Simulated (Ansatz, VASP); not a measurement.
## Nb in VASP and in Ansatz

```xyz
1
Lattice="-1.6681 1.6681 1.6681 1.6681 -1.6681 1.6681 1.6681 1.6681 -1.6681" Properties=species:S:1:pos:R:3 pbc="T T T"
Nb    0.0000    0.0000    0.0000
```

Alike in both runs: task single point; functional PBE; k mesh 6 × 6 × 6; occupations gaussian, width 0.05 eV; no spin polarisation.

```csv
,VASP,Ansatz
version,VASP 6.6.1,Ansatz 0.2.0
potentials or method,"VASP PAW PBE potentials, release 64 (Nb_sv)","PAW, plane waves, scalar-relativistic"
plane-wave cutoff (eV),520,420
valence electrons in the cell,13,13
```

|  | VASP | Ansatz | Ansatz less VASP |
| --- | --- | --- | --- |
| pressure (GPa) | -6.8 | -6.5 | +0.30 |

With one functional, cell and mesh, what is left measures potentials, basis and numerics.

Caveats: the k mesh is coarse (spacing up to 0.44 Å⁻¹), so the values aren't converged.
